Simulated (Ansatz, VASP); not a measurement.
## One calculation of InSb2As3, two programs

```
In Sb As
1.0
     6.22690    0.00000    0.00000
    -3.11345    5.39266    0.00000
     0.00000    0.00000    4.72306
In Sb As
1 2 3
Direct
  0.00000 0.00000 0.50000
  0.33333 0.66667 0.00000
  0.66667 0.33333 0.00000
  0.50000 0.00000 0.50000
  0.00000 0.50000 0.50000
  0.50000 0.50000 0.50000
```

Alike in both runs: functional PBE; k mesh 6 × 6 × 2; occupations gaussian, width 0.1 eV; no spin polarisation.

Ansatz relaxed the structure, and its values are those at the end. VASP's run is a single point on that final structure, the one shown.

|  | VASP | Ansatz |
| --- | --- | --- |
| version | VASP 6.6.1 | Ansatz 0.2.0 |
| potentials or method | VASP PAW PBE potentials, release 64 (In_d, Sb, As) | scalar-relativistic, plane waves, PAW |
| plane-wave cutoff (eV) | 520 | 420 |
| valence electrons in the cell | 38 | 88 |

|  | VASP | Ansatz | Ansatz less VASP |
| --- | --- | --- | --- |
| gap on the k mesh at the Fermi level (eV) | none | none | - |
| pressure (GPa) | 0.0 | 0.0 | +0.03 |

A gap of «none» marks a metal or a gap that the smearing closes. The two sets of potentials don't hold the same shells in valence.

Caveats: the k mesh is coarse (spacing up to 0.67 Å⁻¹), so the values aren't converged. The runs have no spin-orbit coupling, so splittings on Sb are missing.
